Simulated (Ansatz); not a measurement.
# Dielectric response of KCl (001) films, part 3 of 4

Aim: the electronic and static ε of rocksalt KCl (001) from films of several thicknesses in a field.

Ansatz 0.2.0; plane-wave DFT, LDA, Ansatz PAW.

So far. Step 9 (Response with the atoms relaxed, 6 atoms, units 3): The induced dipole is that of a conductor 7.89 Å thick. Step 10 (Relaxation, 10 atoms, units 5): The gap is 4.86 eV, with the valence edge 6.45 eV and the conduction edge 1.59 eV under the upper vacuum level.

## 11. The relaxed film, single point, 10 atoms, units 5

The next thickness, treated alike, so that differences show the interior and the faces cancel.

File input.yaml:

```yaml
crystal:
  lattice:
    - [4.44770165, 0.0, 0.0]
    - [0.0, 4.44770165, 0.0]
    - [0.0, 0.0, 30.58]
  atoms:
    - { symbol: K, position: [0.5, 0.5, 0.3038633044] }
    - { symbol: Cl, position: [0.0, 0.0, 0.302959625] }
    - { symbol: K, position: [0.0, 0.0, 0.4012826192] }
    - { symbol: Cl, position: [0.5, 0.5, 0.4014333774] }
    - { symbol: K, position: [0.5, 0.5, 0.5000000031] }
    - { symbol: Cl, position: [0.0, 0.0, 0.4999999976] }
    - { symbol: K, position: [0.0, 0.0, 0.5987173844] }
    - { symbol: Cl, position: [0.5, 0.5, 0.598566619] }
    - { symbol: K, position: [0.5, 0.5, 0.696136696] }
    - { symbol: Cl, position: [0.0, 0.0, 0.6970403738] }
kpoints:
  mp_grid: { grid: [6, 6, 1] }
hamiltonian:
  xc: lda
scf:
  occupations: { method: fixed }
  convergence: { dr2_threshold: 1.0e-09 }
efield:
  axis: 3
  dipole_correction: true
  ramp_position: 0.97
  ramp_width: 0.06
output:
  eigenvalues: true
  write_potential: true
  write_density: true
  volumetric_format: npy
  elf: true
```

Run with:

```sh
$ ansatz run input.yaml --threads 4 --pin off --max-ram 12288MiB --backend cpu --events-out ev --progress --plain --runs-dir out
```

Numbers of over 12 decimals in the logs are rounded to 6 here.

The program printed:

```text
[...]
Crystal: 10 atoms, lattice volume = 604.935 Å³
Basis set: ecut = 420 eV, 11911 PW (Γ)
Bands: 50, of which v1, the nominal top of the filled ones, is band 40 counted from 1 (39 counted from 0)
Symmetry: 8 space group operations
k-points: 10 of 36
[...]
k-point 1: bands = [... 36 lower, -2.9624, -2.8750, -2.8670, -2.8667, 2.4761, 2.6444, 3.1324, 3.6904, ... 6 higher]
  k-point 2: bands = [... 36 lower, -2.9930, -2.9909, -2.9818, -2.9397, 3.3635, 3.4054, 3.8453, 4.2158, ... 6 higher]
  k-point 9: bands = [... 36 lower, -3.0744, -3.0744, -2.9457, -2.8838, 3.5009, 3.5009, 4.0509, 4.0509, ... 6 higher]
[key lines of the parts left out:]
SCF converged after 8 iterations
Free energy (F): -12720.853962 eV
Fermi energy:    -2.801937 eV
Dipole field:    D = -0.000000 V/Å  (p = -0.000000 e·Å, saw-weighted, corrected)
Work function:   Φ+ = 6.4483 eV   Φ− = 6.4483 eV
```

Elapsed: 9.2 s, on 4 threads of Arm Neoverse V1, shared host; peak memory 1 GiB.

The gap is 4.86 eV, with the valence edge 6.45 eV and the conduction edge 1.59 eV under the upper vacuum level.

## 12. Single point, 10 atoms, units 5, field 0.1 V/Å

input.yaml: that of step 11 with these lines changed.

```diff
@@ -22,3 +22,3 @@
   occupations: { method: fixed }
-  convergence: { dr2_threshold: 1.0e-09 }
+  convergence: { dr2_threshold: 1.0e-10 }
 efield:
@@ -28,4 +28,4 @@
   ramp_width: 0.06
+  amplitude: 0.1
 output:
-  eigenvalues: true
   write_potential: true
@@ -33,2 +33 @@
   volumetric_format: npy
-  elf: true
```

The program printed:

```text
[...]
Crystal: 10 atoms, lattice volume = 604.935 Å³
Basis set: ecut = 420 eV, 11911 PW (Γ)
Bands: 50, of which v1, the nominal top of the filled ones, is band 40 counted from 1 (39 counted from 0)
Symmetry: 8 space group operations
k-points: 10 of 36
[...]
k-point 0: bands = [... 36 lower, -2.8760, -2.7424, -2.5758, -2.5758, 1.9029, 2.3720, 2.8199, 3.2497, ... 6 higher]
  k-point 1: bands = [... 36 lower, -2.9376, -2.7838, -2.7172, -2.6358, 2.2622, 2.7581, 3.1221, 3.5105, ... 6 higher]
  k-point 2: bands = [... 36 lower, -3.0567, -2.9989, -2.7510, -2.7416, 3.0288, 3.6588, 3.8338, 4.1337, ... 6 higher]
  k-point 9: bands = [... 36 lower, -3.1214, -2.8992, -2.8992, -2.6801, 3.4650, 3.4650, 4.0555, 4.0555, ... 6 higher]
[key lines of the parts left out:]
SCF converged after 11 iterations
Free energy (F): -12720.858953 eV
Fermi energy:    -2.575845 eV
Dipole field:    D = 0.029862 V/Å  (p = 0.099832 e·Å, saw-weighted, corrected)
```

Elapsed: 10 s, on 4 threads; peak memory 1 GiB; 39 s of CPU time.

The dipole is 0.0998 e·Å, and the gap on the mesh 4.479 eV.

## 13. Atoms held, 10 atoms, units 5, field -0.1 V/Å

input.yaml: that of step 12 with these lines changed.

```diff
@@ -28,3 +28,3 @@
   ramp_width: 0.06
-  amplitude: 0.1
+  amplitude: -0.1
 output:
```

The program printed:

```text
[...]
Crystal: 10 atoms, lattice volume = 604.935 Å³
Basis set: ecut = 420 eV, 11911 PW (Γ)
Bands: 50, of which v1, the nominal top of the filled ones, is band 40 counted from 1 (39 counted from 0)
Symmetry: 8 space group operations
k-points: 10 of 36
[...]
k-point 0: bands = [... 36 lower, -2.8760, -2.7424, -2.5758, -2.5758, 1.9029, 2.3720, 2.8199, 3.2497, ... 6 higher]
  k-point 1: bands = [... 36 lower, -2.9376, -2.7838, -2.7172, -2.6358, 2.2622, 2.7581, 3.1221, 3.5105, ... 6 higher]
  k-point 2: bands = [... 36 lower, -3.0567, -2.9989, -2.7510, -2.7416, 3.0288, 3.6588, 3.8338, 4.1337, ... 6 higher]
  k-point 9: bands = [... 36 lower, -3.1214, -2.8992, -2.8992, -2.6801, 3.4650, 3.4650, 4.0555, 4.0555, ... 6 higher]
[key lines of the parts left out:]
SCF converged after 11 iterations
Free energy (F): -12720.858953 eV
Fermi energy:    -2.575843 eV
Dipole field:    D = -0.029862 V/Å  (p = -0.099832 e·Å, saw-weighted, corrected)
```

The job ended after 10 s (4 threads; peak memory 0.98 GiB; 39 s of CPU time).

The dipole is -0.0998 e·Å, and the gap on the mesh 4.479 eV.

## 14. Response with the atoms held, 10 atoms, units 5

This step: plane-wave DFT, LDA, Ansatz PAW; response to a field along the normal, atoms held (Ansatz 0.2.0).

Local field over the applied field, running mean. From the potentials at -0.1 and 0.1 V/Å; running mean over 3.145 Å, taken twice. Local field over applied field against z:

z (Å), local field over applied field and a bar from the least value:
```
        5      0.988 ##############################
        6      0.937 ###########################
        7      0.812 #####################
        8      0.642 ############
        9      0.492 #####
       10      0.414 #
       11      0.400 
       12      0.403 
       13      0.407 
       14      0.408 
       15      0.407 
       16      0.408 
       17      0.408 
       18      0.405 
       19      0.401 
       20      0.402 
       21      0.437 ##
       22      0.549 #######
       23      0.715 ################
       24      0.873 ########################
       25      0.967 #############################
       26      0.995 ##############################
```

The induced dipole is that of a conductor 9.13 Å thick.

## 15. Field on, atoms free, 10 atoms, units 5, field 0.05 V/Å

This step: plane-wave DFT, LDA, Ansatz PAW (Ansatz 0.2.0).

The same pair of relaxations in the field for this thickness.

input.yaml: that of step 13 with these lines changed.

```diff
@@ -28,3 +28,6 @@
   ramp_width: 0.06
-  amplitude: -0.1
+  amplitude: 0.05
+relax:
+  f_tol: 0.0006
+  max_steps: 70
 output:
```

The program printed:

```text
[...]
Crystal: 10 atoms, lattice volume = 604.935 Å³
Basis set: ecut = 420 eV, 11911 PW (Γ)
Bands: 50, of which v1, the nominal top of the filled ones, is band 40 counted from 1 (39 counted from 0)
Symmetry: 8 space group operations
k-points: 10 of 36
[...]
- { symbol: K, position: [0.5, 0.5, 0.304060] }
    - { symbol: Cl, position: [0, 0.0, 0.302756] }
    - { symbol: K, position: [0, 0.0, 0.401343] }
    - { symbol: Cl, position: [0.5, 0.5, 0.401386] }
    - { symbol: K, position: [0.5, 0.5, 0.500131] }
    - { symbol: Cl, position: [0, 0.0, 0.499870] }
    - { symbol: K, position: [0, 0.0, 0.598787] }
    - { symbol: Cl, position: [0.5, 0.5, 0.598507] }
    - { symbol: K, position: [0.5, 0.5, 0.696320] }
    - { symbol: Cl, position: [0, 0.0, 0.696840] }
[key lines of the parts left out:]
SCF converged after 6 iterations
Free energy (F): -12720.855660 eV
Fermi energy:    -2.748391 eV
Dipole field:    D = 0.020332 V/Å  (p = 0.067973 e·Å, saw-weighted, corrected)
```

Run time: 17 s. Hardware: 4 threads; peak memory 0.92 GiB.

Step by step:

| step | energy less that of the first step (eV) | largest force component (eV/Å) |
| --- | --- | --- |
| 1 | 0.0000 | 0.0237 |
| 2 | -0.0004 | 0.0038 |
| 3 | -0.0004 | 0.0005 |

The run keeps the 8 symmetry operations that it works with, so distortions that break them were not tested.

The relaxed structure:

```xyz
10
Lattice="4.4477 0.0000 0.0000 0.0000 4.4477 0.0000 0.0000 0.0000 30.5800" Properties=species:S:1:pos:R:3
K     2.2239    2.2239    9.2982
Cl    0.0000    0.0000    9.2583
K     0.0000    0.0000   12.2731
Cl    2.2239    2.2239   12.2744
K     2.2239    2.2239   15.2940
Cl    0.0000    0.0000   15.2860
K     0.0000    0.0000   18.3109
Cl    2.2239    2.2239   18.3023
K     2.2239    2.2239   21.2935
Cl    0.0000    0.0000   21.3094
```

The relaxation took 3 steps and lowered the energy by 4.5e-4 eV; the largest force on the free atoms ends at 4.8e-4 eV/Å.

The dipole is 0.0680 e·Å, and the gap on the mesh 4.790 eV.

## 16. Relaxing in the field, 10 atoms, units 5, field -0.05 V/Å

The opposite sign, again from the field-free geometry; the difference of the two cancels what relaxes without a field.

input.yaml: that of step 15 with these lines changed.

```diff
@@ -28,3 +28,3 @@
   ramp_width: 0.06
-  amplitude: 0.05
+  amplitude: -0.05
 relax:
```

The program printed:

```text
[...]
Crystal: 10 atoms, lattice volume = 604.935 Å³
Basis set: ecut = 420 eV, 11911 PW (Γ)
Bands: 50, of which v1, the nominal top of the filled ones, is band 40 counted from 1 (39 counted from 0)
Symmetry: 8 space group operations
k-points: 10 of 36
[...]
- { symbol: K, position: [0.5, 0.5, 0.303680] }
    - { symbol: Cl, position: [0, 0.0, 0.303160] }
    - { symbol: K, position: [0, 0.0, 0.401213] }
    - { symbol: Cl, position: [0.5, 0.5, 0.401493] }
    - { symbol: K, position: [0.5, 0.5, 0.499869] }
    - { symbol: Cl, position: [0, 0.0, 0.500130] }
    - { symbol: K, position: [0, 0.0, 0.598657] }
    - { symbol: Cl, position: [0.5, 0.5, 0.598614] }
    - { symbol: K, position: [0.5, 0.5, 0.695940] }
    - { symbol: Cl, position: [0, 0.0, 0.697244] }
[key lines of the parts left out:]
SCF converged after 6 iterations
Free energy (F): -12720.855660 eV
Fermi energy:    -2.748390 eV
Dipole field:    D = -0.020333 V/Å  (p = -0.067973 e·Å, saw-weighted, corrected)
```

It took 17 s on 4 threads; peak memory 0.92 GiB; 68 s of CPU time.

Relaxation path:

| step | energy less that of the first step (eV) | largest force component (eV/Å) |
| --- | --- | --- |
| 1 | 0.0000 | 0.0237 |
| 2 | -0.0004 | 0.0038 |
| 3 | -0.0004 | 0.0005 |

The run keeps the 8 symmetry operations that it works with, so distortions that break them were not tested.

The relaxed structure:

```cif
data_structure
_symmetry_space_group_name_H-M 'P 1'
_symmetry_Int_Tables_number 1
_cell_length_a 4.4477
_cell_length_b 4.4477
_cell_length_c 30.5800
_cell_angle_alpha 90.000
_cell_angle_beta 90.000
_cell_angle_gamma 90.000
_cell_volume 604.94
loop_
_atom_site_label
_atom_site_type_symbol
_atom_site_fract_x
_atom_site_fract_y
_atom_site_fract_z
_atom_site_occupancy
K1 K 0.50000 0.50000 0.30368 1
Cl2 Cl 0.00000 0.00000 0.30316 1
K3 K 0.00000 0.00000 0.40121 1
Cl4 Cl 0.50000 0.50000 0.40149 1
K5 K 0.50000 0.50000 0.49987 1
Cl6 Cl 0.00000 0.00000 0.50013 1
K7 K 0.00000 0.00000 0.59866 1
Cl8 Cl 0.50000 0.50000 0.59861 1
K9 K 0.50000 0.50000 0.69594 1
Cl10 Cl 0.00000 0.00000 0.69724 1
```

The relaxation took 3 steps and lowered the energy by 4.5e-4 eV; the largest force on the free atoms ends at 4.8e-4 eV/Å.

The dipole is -0.0680 e·Å, and the gap on the mesh 4.790 eV.

## 17. Response with the atoms relaxed, 10 atoms, units 5

This step: plane-wave DFT, LDA, Ansatz PAW; response to a field along the normal, atoms relaxed (Ansatz 0.2.0).

Local field over the applied field, running mean. From the potentials at -0.05 and 0.05 V/Å; running mean over 3.145 Å, taken twice. Table of local field over applied field by z:

z (Å), local field over applied field and a bar from the least value:
```
      4.5      0.995 ##############################
      5.0      0.983 ##############################
      5.5      0.950 ############################
      6.0      0.892 ##########################
      6.5      0.817 ########################
      7.0      0.716 ####################
      7.5      0.588 ###############
      8.0      0.456 ###########
      8.5      0.343 #######
      9.0      0.267 ####
      9.5      0.202 ##
     10.0      0.158 
     10.5      0.167 
     11.0      0.196 #
     11.5      0.221 ##
     12.0      0.229 ###
     12.5      0.242 ###
     13.0      0.259 ####
     13.5      0.255 ####
     14.0      0.239 ###
     14.5      0.226 ###
     15.0      0.227 ###
     15.5      0.228 ###
     16.0      0.225 ##
     16.5      0.237 ###
     17.0      0.253 ###
     17.5      0.260 ####
     18.0      0.245 ###
     18.5      0.230 ###
     19.0      0.223 ##
     19.5      0.201 ##
     20.0      0.171 #
     20.5      0.156 
     21.0      0.193 #
     21.5      0.256 ####
     22.0      0.329 ######
     22.5      0.435 ##########
     23.0      0.566 ###############
     23.5      0.697 ###################
     24.0      0.803 #######################
     24.5      0.881 ##########################
     25.0      0.942 ############################
     25.5      0.980 #############################
     26.0      0.994 ##############################
```

The induced dipole is that of a conductor 12.44 Å thick.

## 18. Relaxation, 16 atoms, units 8

This step: plane-wave DFT, LDA, Ansatz PAW (Ansatz 0.2.0).

System of this step: KCl (001), 8 units. The cell holds 16 atoms: 8 K and 8 Cl. Cell: a = 4.448 Å, b = 4.448 Å, c = 40.015 Å, α = 90.0°, β = 90.0°, γ = 90.0°. It derives from KCl (rocksalt KCl). Vacuum lies along c.

The next thickness, treated alike, so that differences show the interior and the faces cancel.

File input.yaml:

```yaml
crystal:
  lattice:
    - [4.44770165, 0.0, 0.0]
    - [0.0, 4.44770165, 0.0]
    - [0.0, 0.0, 40.015]
  atoms:
    - { symbol: K, position: [0.5, 0.5, 0.2249156566] }
    - { symbol: Cl, position: [0.0, 0.0, 0.2249156566] }
    - { symbol: K, position: [0.0, 0.0, 0.3035111833] }
    - { symbol: Cl, position: [0.5, 0.5, 0.3035111833] }
    - { symbol: K, position: [0.5, 0.5, 0.38210671] }
    - { symbol: Cl, position: [0.0, 0.0, 0.38210671] }
    - { symbol: K, position: [0.0, 0.0, 0.4607022367] }
    - { symbol: Cl, position: [0.5, 0.5, 0.4607022367] }
    - { symbol: K, position: [0.5, 0.5, 0.5392977633] }
    - { symbol: Cl, position: [0.0, 0.0, 0.5392977633] }
    - { symbol: K, position: [0.0, 0.0, 0.61789329] }
    - { symbol: Cl, position: [0.5, 0.5, 0.61789329] }
    - { symbol: K, position: [0.5, 0.5, 0.6964888167] }
    - { symbol: Cl, position: [0.0, 0.0, 0.6964888167] }
    - { symbol: K, position: [0.0, 0.0, 0.7750843434] }
    - { symbol: Cl, position: [0.5, 0.5, 0.7750843434] }
kpoints:
  mp_grid: { grid: [6, 6, 1] }
hamiltonian:
  xc: lda
scf:
  occupations: { method: fixed }
  convergence: { dr2_threshold: 1.0e-09 }
efield:
  axis: 3
  dipole_correction: true
  ramp_position: 0.97
  ramp_width: 0.06
relax:
  f_tol: 0.003
  max_steps: 100
output:
  write_potential: true
  write_density: true
  volumetric_format: npy
```

The program printed:

```text
[...]
Crystal: 16 atoms, lattice volume = 791.579 Å³
Basis set: ecut = 420 eV, 15605 PW (Γ)
Bands: 80, of which v1, the nominal top of the filled ones, is band 64 counted from 1 (63 counted from 0)
Symmetry: 8 space group operations
k-points: 10 of 36
[...]
- { symbol: K, position: [0.500000, 0.500000, 0.537696] }
    - { symbol: Cl, position: [0, 0.0, 0.537671] }
    - { symbol: K, position: [0, 0.0, 0.613012] }
    - { symbol: Cl, position: [0.500000, 0.500000, 0.613033] }
    - { symbol: K, position: [0.500000, 0.500000, 0.688454] }
    - { symbol: Cl, position: [0, 0.0, 0.688333] }
    - { symbol: K, position: [0, 0.0, 0.762899] }
    - { symbol: Cl, position: [0.500000, 0.500000, 0.763603] }
[key lines of the parts left out:]
SCF converged after 6 iterations
Free energy (F): -20353.657977 eV
Fermi energy:    -1.998921 eV
Dipole field:    D = 0.000001 V/Å  (p = 0.000006 e·Å, saw-weighted, corrected)
Work function:   Φ+ = 6.4538 eV   Φ− = 6.4538 eV
```

Wall time 83 s (4 threads); peak memory 1.5 GiB.

The steps of the relaxation:

| step | energy less that of the first step (eV) | largest force component (eV/Å) |
| --- | --- | --- |
| 1 | 0.0000 | 0.1816 |
| 2 | -0.0772 | 0.0912 |
| 3 | -0.1217 | 0.0393 |
| 4 | -0.1298 | 0.0425 |
| 5 | -0.1334 | 0.0078 |
| 6 | -0.1335 | 0.0021 |

Forces are held to the 8 operations that the run works with; a distortion that breaks them can't arise in this run.

The atoms that moved most (Å):

| atom | dx | dy | dz | length |
| --- | --- | --- | --- | --- |
| K1 | 0.000 | 0.000 | 0.488 | 0.488 |
| K15 | 0.000 | 0.000 | -0.488 | 0.488 |
| Cl2 | 0.000 | 0.000 | 0.459 | 0.459 |
| Cl16 | 0.000 | 0.000 | -0.459 | 0.459 |
| Cl14 | 0.000 | 0.000 | -0.326 | 0.326 |
| Cl4 | 0.000 | 0.000 | 0.326 | 0.326 |
| K3 | 0.000 | 0.000 | 0.322 | 0.322 |
| K13 | 0.000 | 0.000 | -0.322 | 0.322 |

The electron's electrostatic potential energy less the highest filled level oscillates, so the rows of the table below give means over windows of 2.96 Å about each position, cut where the curve ends. Its maxima inside the range that stand out by 2 % of the span (Å: eV): 12.4: 1.72, 15.4: 1.72, 18.5: 1.72, 21.5: 1.72, 24.6: 1.72, 27.6: 1.72. Its minima: 11.0: 1.19, 13.9: 1.27, 17.0: 1.26, 20.0: 1.27, 23.0: 1.26, 26.1: 1.27, 29.0: 1.19.

Running mean over 3.145 Å of the planar mean; the ramp of the sawtooth is left out. Table of electron's electrostatic potential energy less the highest filled level by z; means over each step:

| z (Å) | electron's electrostatic potential energy less the highest filled level (eV) |
| --- | --- |
| 4.89 | 6.45 |
| 7.85 | 4.14 |
| 10.81 | 1.50 |
| 13.77 | 1.54 |
| 16.73 | 1.53 |
| 19.69 | 1.54 |
| 22.65 | 1.53 |
| 25.61 | 1.54 |
| 28.57 | 1.50 |
| 31.53 | 3.14 |
| 34.49 | 6.43 |

The relaxation took 6 steps and lowered the energy by 0.13 eV; the largest force on the free atoms ends at 0.0021 eV/Å.

The gap is 4.86 eV, with the valence edge 6.45 eV and the conduction edge 1.59 eV under the upper vacuum level.

## 19. Comparing the runs

Times are for 4 threads of Arm Neoverse V1, shared host. The runs compared:

| no. | units | ionisation energy, upper face (eV) | electron affinity, upper face (eV) | time | memory (GiB) |
| --- | --- | --- | --- | --- | --- |
| 1 | 3 | 6.432 | 1.575 | 12 s | 0.67 |
| 2 | 5 | 6.448 | 1.587 | 28 s | 0.94 |
| 3 | 8 | 6.454 | 1.595 | 83 s | 1.5 |

The runs together. Table of valence density, planar mean by z:

| z (Å) | 3 (e/Å³) | 5 (e/Å³) | 8 (e/Å³) |
| --- | --- | --- | --- |
| 5.5 | 2.9e-5 | 2.0e-5 | 1.2e-5 |
| 6.0 | 1.2e-4 | 8.5e-5 | 4.8e-5 |
| 6.5 | 5.2e-4 | 3.6e-4 | 2.1e-4 |
| 7.0 | 0.00230 | 0.00159 | 8.9e-4 |
| 7.5 | 0.0109 | 0.00741 | 0.00397 |
| 8.0 | 0.0564 | 0.0372 | 0.0196 |
| 8.5 | 0.277 | 0.189 | 0.102 |
| 9.0 | 0.578 | 0.531 | 0.412 |
| 9.5 | 0.502 | 0.559 | 0.592 |
| 10.0 | 0.153 | 0.232 | 0.378 |
| 10.5 | 0.0410 | 0.0537 | 0.0896 |
| 11.0 | 0.0641 | 0.0481 | 0.0383 |
| 11.5 | 0.282 | 0.196 | 0.110 |
| 12.0 | 0.583 | 0.540 | 0.420 |
| 12.5 | 0.496 | 0.553 | 0.592 |
| 13.0 | 0.153 | 0.229 | 0.370 |
| 13.5 | 0.0404 | 0.0518 | 0.0870 |
| 14.0 | 0.0640 | 0.0454 | 0.0367 |
| 14.5 | 0.287 | 0.188 | 0.105 |
| 15.0 | 0.586 | 0.530 | 0.406 |
| 15.5 | 0.493 | 0.561 | 0.594 |
| 16.0 | 0.149 | 0.240 | 0.383 |
| 16.5 | 0.0278 | 0.0546 | 0.0929 |
| 17.0 | 0.00554 | 0.0433 | 0.0361 |
| 17.5 | 0.00124 | 0.178 | 0.0998 |
| 18.0 | 2.9e-4 | 0.519 | 0.395 |
| 18.5 | 6.7e-5 | 0.567 | 0.594 |
| 19.0 | 1.6e-5 | 0.250 | 0.394 |
| 19.5 | 3.8e-6 | 0.0576 | 0.0979 |
| 20.0 | 1.1e-6 | 0.0448 | 0.0366 |
| 20.5 | 0 | 0.181 | 0.0938 |
| 21.0 | 0 | 0.526 | 0.383 |
| 21.5 | 0 | 0.560 | 0.592 |
| 22.0 | 0 | 0.244 | 0.407 |
| 22.5 | 0 | 0.0483 | 0.102 |
| 23.0 | 0 | 0.00933 | 0.0369 |
| 23.5 | 0 | 0.00201 | 0.0903 |
| 24.0 | 0 | 4.6e-4 | 0.372 |

[end of part 3 of 4]

[Logs are printed without paths, hosts, clocks, repeated set-up lines and the standing remarks that a program may print on its own settings, such as how far it seeks lower states.]

[Hosts, paths, dates, database ids (printed as entryN), source tags and the programs' standing remarks are cut or masked in the printed files.]

[Maps of the electrostatic potential energy from Ansatz leave out the sawtooth potential of an applied field or a dipole correction, so their vacuum need not be flat; planar profiles and work functions include it.]
